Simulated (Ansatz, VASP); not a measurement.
**Two plane-wave programs on VSi**

```
V Si
1.0
     0.00000    2.80775    2.80775
     2.80775    0.00000    2.80775
     2.80775    2.80775    0.00000
V Si
1 1
Direct
  0.00000 0.00000 0.00000
  0.25000 0.25000 0.25000
```

Alike in both runs: task relaxation of cell and atoms; functional PBE; k mesh 11 × 11 × 11; occupations fermi-dirac, width 0.05 eV; collinear spin.

```csv
,VASP,Ansatz
version,VASP 6.6.1,Ansatz 0.2.0
potentials or method,"VASP PAW PBE potentials, release 64 (V_sv, Si)","PAW with Ansatz's default frozen-core files, scalar-relativistic"
plane-wave cutoff (eV),600,420
valence electrons in the cell,17,17
```

|  | VASP | Ansatz | Ansatz less VASP |
| --- | --- | --- | --- |
| net moment per atom (μB) | 0.28 | 0.27 | -0.005 |
| size of the moment on the site where the two differ most (μB) | 0.54 | 0.49 | -0.057 |
| relaxed volume (Å³/atom) | 21.15 | 21.13 | -0.018 |
| relaxed cell length with the largest relative difference (Å) | 3.911 | 3.910 | -0.0011 |
| energy change over the relaxation (meV/atom) | -9 | -9 | -0.3 |

Site moments also hang on the region over which each program counts them.
